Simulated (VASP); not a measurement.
# Hf (Im-3m) in VASP: notebook, part 2 of 2

VASP 6.6.1. Earlier steps stand in the parts before.

## 4. Relaxation of cell and atoms, PBEsol, target pressure 0.0001 GPa, at which the enthalpy is minimised

This run uses another cell than the first one, of 19.24 Å³/atom, 1.115 times its volume.

INCAR

```
PREC = Accurate
ENCUT = 520
EDIFF = 1E-7
ISMEAR = 0
SIGMA = 0.1
LREAL = False
LASPH = True
NELM = 80
ALGO = Fast
ISIF = 3
LWAVE = False
LCHARG = False
GGA = PS
IBRION = 2
NSW = 80
EDIFFG = -0.002
PSTRESS = 0.001
```

KPOINTS

```
regular mesh
0
Gamma
  10 10 10
```

POSCAR

```
Hf                                      
1.0
   -1.6881179223      1.6881179223      1.6881179223
    1.6881179223     -1.6881179223      1.6881179223
    1.6881179223      1.6881179223     -1.6881179223
  Hf            
     1
Direct
     0.0000000000000000    0.0000000000000000    0.0000000000000000
```

Potentials or basis: VASP PAW PBE potentials, release 64 (Hf_pv).

The run is started by

```sh
> cat potpaw_PBE.64/Hf_pv/POTCAR > POTCAR
> mpirun -np 1 vasp_std > vasp.out
```

OUTCAR:

```text
PREC = Accurate
   ENCUT = 520
   EDIFF = 1E-7
   ISMEAR = 0
   LREAL = False
   LASPH = True
   NELM = 80
   ISIF = 3
   GGA = PS
   IBRION = 2
   NSW = 80
   EDIFFG = -0.002
   PSTRESS = 0.001

 ion  position               nearest neighbor table
   1  0.000  0.000  0.000-

  LATTYP: Found a body centered cubic cell.
 ALAT       =     3.3762358446

  Lattice vectors:

 A1 = (  -1.6881179223,   1.6881179223,   1.6881179223)
 A2 = (   1.6881179223,  -1.6881179223,   1.6881179223)
 A3 = (   1.6881179223,   1.6881179223,  -1.6881179223)

Analysis of symmetry for initial positions (statically):
=====================================================================
 Subroutine PRICEL returns:
 Original cell was already a primitive cell.

 Routine SETGRP: Setting up the symmetry group for a
 body centered cubic supercell.

 Subroutine GETGRP returns: Found 48 space group operations
 (whereof 48 operations were pure point group operations)
 out of a pool of 48 trial point group operations.

The static configuration has the point symmetry O_h .

Analysis of symmetry for dynamics (positions and initial velocities):
=====================================================================
 Subroutine PRICEL returns:
[... 273 lines left out ...]

------------------------ aborting loop because EDIFF is reached ----------------------------------------
[... 69 lines left out ...]
--------------------------------------- Ionic step       17  -------------------------------------------

 number of electron       9.9999998 magnetization

 Free energy of the ion-electron system (eV)
  ---------------------------------------------------
  ext. energy  EPLUGINS =         0.00000000
  ---------------------------------------------------
  free energy    TOTEN  =       -10.33955760 eV

  energy without entropy =      -10.33184299  energy(sigma->0) =      -10.33570030

 E-fermi :   4.7879     XC(G=0): -11.6277

 val. band max:        4.7784522851   @ k =   0.3000   0.0000   0.0000
 cond. band min:       4.8177257139   @ k =   0.3000   0.2000   0.0000
 fundamental gap:      0.0392734288
 Fermi energy:         4.7878683327

 k-point     1 :       0.0000    0.0000    0.0000
  band No.  band energies     occupation
      1     -24.8154      2.00000
      2     -24.8154      2.00000
      3     -24.8154      2.00000
      4      -2.4433      2.00000
      5       6.3127      0.00000
      6       6.3127      0.00000
      7       6.3127      0.00000
      8       9.2590      0.00000
      9       9.2590      0.00000
[... 265 lines left out ...]
 k-point    24 :      -0.3000    0.3000    0.1000
  band No.  band energies     occupation
      1     -25.4589      2.00000
      2     -25.0581      2.00000
      3     -24.8930      2.00000
      4       0.6212      2.00000
      5       4.9574      0.01648
      6       5.1369      0.00000
      7       7.8552      0.00000
      8       9.4463      0.00000
      9      10.1531      0.00000

 [... further k-points ...]

------------------------ aborting loop because EDIFF is reached ----------------------------------------

  FORCE on cell =-STRESS in cart. coord.  units (eV):
  Direction    XX          YY          ZZ          XY          YZ          ZX
  --------------------------------------------------------------------------------------
  -------------------------------------------------------------------------------------
  Total        0.0003604      0.0003604      0.0003604      0.0000000      0.0000000     -0.0000000
  in kB        0.0271733      0.0271733      0.0271733      0.0000000      0.0000000     -0.0000000
  external PRESSURE =       0.0261733 kB  Pullay stress =       0.0010000 kB
[... 20 lines left out ...]
  energy  without entropy=      -10.3318429936  energy(sigma->0) =      -10.33570030

  enthalpy is  TOTEN    =       -10.3395443398 eV   P V=        0.0000132639

 reached required accuracy - stopping structural energy minimisation
```

CONTCAR:

```text
Hf
   1.00000000000000
    -1.7449121748778664    1.7449121748778664    1.7449121748778664
     1.7449121748778664   -1.7449121748778664    1.7449121748778664
     1.7449121748778664    1.7449121748778664   -1.7449121748778664
  Hf
     1
Direct
     0.0000000000000000    0.0000000000000000    0.0000000000000000

  0.00000000E+00  0.00000000E+00  0.00000000E+00
```

Wall time 42 s (1 thread of Intel Xeon Platinum 8488C (Sapphire Rapids), shared host); peak memory 0.15 GiB.

Results:

| Property | Result |
| --- | --- |
| Free energy | -10.3396 eV |
| Relaxed volume | 21.25 Å³/atom |
| Relaxed cell | a = 3.022 Å, b = 3.022 Å, c = 3.022 Å, α = 109.47°, β = 109.47°, γ = 109.47° |
| Space group after relaxing (to 0.05 Å) | Im-3m (No. 229) |
| Energy change on relaxing (the enthalpy is what falls) | -72.0 meV/atom |
| Ionic steps | 17 |
| Pressure after relaxing | 0.0 GPa |
| Band gap on the k mesh | none (metal or under the smearing width) |

Step by step:
| step | energy change (eV) | largest force (eV/Å) | pressure (GPa) | volume (Å³) |
| --- | --- | --- | --- | --- |
| 1 | 0.0000 | 0.0000 | 12.01 | 19.24 |
| 2 | 0.0009 | 0.0000 | -9.48 | 23.54 |
| 3 | -0.0720 | 0.0000 | -0.24 | 21.29 |
| 4 | -0.0720 | 0.0000 | 0.02 | 21.25 |
| 5 | -0.0720 | 0.0000 | 0.03 | 21.25 |
| 6 | -0.0720 | 0.0000 | 0.02 | 21.25 |
| 7 | -0.0720 | 0.0000 | 0.02 | 21.25 |
| 8 | -0.0720 | 0.0000 | 0.02 | 21.25 |
| 9 | -0.0720 | 0.0000 | 0.02 | 21.25 |
| 10 | -0.0720 | 0.0000 | 0.02 | 21.25 |
| 11 | -0.0720 | 0.0000 | 0.02 | 21.25 |
| 12 | -0.0720 | 0.0000 | 0.02 | 21.25 |
| 13 | -0.0720 | 0.0000 | 0.02 | 21.25 |
| 14 | -0.0720 | 0.0000 | 0.02 | 21.25 |
| 15 | -0.0720 | 0.0000 | 0.02 | 21.25 |
| 16 | -0.0720 | 0.0000 | 0.03 | 21.25 |
| 17 | -0.0720 | 0.0000 | 0.00 | 21.25 |

Final structure:
```
Hf
1.0
    -1.74491    1.74491    1.74491
     1.74491   -1.74491    1.74491
     1.74491    1.74491   -1.74491
Hf
1
Direct
  0.00000 0.00000 0.00000
```

Levels at points of the mesh, in eV from the Fermi level:
| k point | band 3 | band 4 | band 5 | band 6 | band 7 | band 8 |
| --- | --- | --- | --- | --- | --- | --- |
| (0.00, 0.00, 0.00) | -29.60 | -7.23 | 1.52 | 1.52 | 1.52 | 4.47 |
| (0.50, 0.00, 0.00) | -29.61 | -3.57 | -0.62 | 1.28 | 4.32 | 5.38 |
| (0.50, 0.50, 0.50) | -30.28 | -2.82 | -2.82 | 7.16 | 7.16 | 7.16 |

Caveat: the cell is relaxed towards a set pressure, so the enthalpy falls and the energy may rise; the PAW data sets were made with another functional, which shifts forces and pressure a little. Zero-point motion and thermal expansion aren't in these numbers.
